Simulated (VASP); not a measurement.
Wanted: the native input for a VASP 6.6.1 run.

| Quantity | Value |
| --- | --- |
| Task | relaxation of cell and atoms |
| Functional | PBE |
| Potentials or basis | VASP PAW PBE potentials, release 64 (Cl) |
| Cutoff | 600 eV |
| k mesh | 8 × 8 × 4 |
| Occupations | gaussian, width 0.03 eV |
| Spin | no spin polarisation |
| Further INCAR settings | ALGO = Normal; EDIFF = 1e-07; IBRION = 2; EDIFFG = -0.005; NSW = 90; ISIF = 3 |

The structure of Cl lies in POSCAR:

```
Cl                                      
1.0
    3.8075980092     -2.1557851806     -0.0000000000
    3.8075980092      2.1557851806      0.0000000000
    0.0000000000     -0.0000000000      8.3404951564
  Cl            
     4
Direct
     0.8860315101624757    0.1139684898375243    0.1053734652773435
     0.6139684898375243    0.3860315101624757    0.6053734652773436
     0.1139684898375243    0.8860315101624757    0.8946265347226564
     0.3860315101624757    0.6139684898375243    0.3946265347226565
```

The cell was built by a generator and needn't be a form met in nature.

One way to write it, as run:

INCAR

```
  PREC = Accurate
  ENCUT = 600
  EDIFF = 1E-7
  ISMEAR = 0
  SIGMA = 0.03
  LREAL = False
  LASPH = True
  NELM = 80
  ALGO = Normal
  ISIF = 3
  LWAVE = False
  LCHARG = False
  GGA = PE
  IBRION = 2
  NSW = 90
  EDIFFG = -0.005
```

KPOINTS

```
Automatic mesh
0
Gamma
  8 8 4
```

Potentials or basis: VASP PAW PBE potentials, release 64 (Cl).

Command:

```bash
$ cat potpaw_PBE.64/Cl/POTCAR > POTCAR
$ mpirun -np 1 vasp_std > vasp.out
```

It gave:

| Quantity | Value |
| --- | --- |
| Relaxed volume | 35.37 Å³/atom |
| Relaxed cell | a = 4.448 Å, b = 4.448 Å, c = 8.368 Å, α = 90.00°, β = 90.00°, γ = 58.70° |
| Space group after relaxing (to 0.05 Å) | Cmce (No. 64) |
| Energy gained by relaxing | 0.3 meV/atom |
| Ionic steps | 10 |
| Pressure after relaxing | 0.0 GPa |
| Band gap on the k mesh | 2.44 eV, direct |

It took 6.2 min on 1 thread of Intel(R) Xeon(R) 6975P-C (Granite Rapids), on a shared host, peak memory 0.37 GiB.
